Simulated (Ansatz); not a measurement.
Runs of Ansatz 0.2.0 on CdS (Hawleyite). It takes space group F-43m (No. 216, cubic). The conventional cell has a = 5.833 Å, b = 5.833 Å, c = 5.833 Å, α = 90.00°, β = 90.00°, γ = 90.00°. Cd (site symmetry -43m) is surrounded by 4 S at 2.53 Å. Around S (site symmetry -43m) lie 4 Cd at 2.53 Å. 

```csv
task,level,spin,cell,points for each segment of the path,gap on the mesh (eV),pressure (GPa)
band structure,HSE03,off,as given,4,(b),(a)
single point,HSE06,"SOC, no magnetisation",as given,-,2.15,1.8
band structure,HSEsol,off,as given,4,2.02,-0.4
relaxation of cell and atoms,HSE06,off,relaxed,-,2.10,0.0
```

Alike in all rows: potentials or basis Ansatz PAW; k mesh 4 × 4 × 4; cutoff (eV) 420; smearing fermi-dirac 0.05 eV; the mesh is coarse, so values aren't converged.

**Question.** Estimate the missing entries.

**Answer.** (a) 2.0; (b) 1.98.

Caveats: all runs use coarse meshes; the PAW data sets come from PBE, with cores solved anew for the run's functional, which leaves a small shift of forces and pressure; the thresholds are loose for stress (some runs); the plane-wave basis is chosen anew once the cell has moved, so the energies of steps on either side of that aren't comparable (some runs).

A k mesh can miss the band edges, and rows without SOC leave out spin-orbit coupling on Cd.
